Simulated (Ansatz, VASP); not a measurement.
**One calculation of ZnS3, two programs**

```xyz
4
Lattice="4.2257 0.0000 0.0000 0.0000 4.2257 0.0000 0.0000 0.0000 4.2257" Properties=species:S:1:pos:R:3 pbc="T T T"
Zn    0.0000    0.0000    0.0000
S     0.0000    2.1129    2.1129
S     2.1129    0.0000    2.1129
S     2.1129    2.1129    0.0000
```

Alike in both runs: task relaxation of cell and atoms; functional r2SCAN; k mesh 4 × 4 × 4; occupations gaussian, width 0.1 eV; no spin polarisation.

```csv
,VASP,Ansatz
version,VASP 6.6.1,Ansatz 0.2.0
potentials or method,"VASP PAW PBE potentials, release 64 (Zn, S)","scalar-relativistic, plane waves, PAW"
plane-wave cutoff (eV),600,500
valence electrons in the cell,30,30
```

```tsv
	VASP	Ansatz	Ansatz less VASP
gap on the k mesh at the Fermi level, each at its own relaxed structure (eV)	none	none	-
relaxed volume (Å³/atom)	16.69	16.79	+0.097
relaxed cell length with the largest relative difference (Å)	4.057	4.065	+0.0079
energy change over the relaxation (meV/atom)	-52	-51	+1.2
```

A gap of «none» marks a metal or a gap that the smearing closes.

Caveats: the k mesh is coarse (spacing up to 0.37 Å⁻¹), so the values aren't converged; the PAW data sets were made with another functional, which shifts forces and pressure a little (VASP).
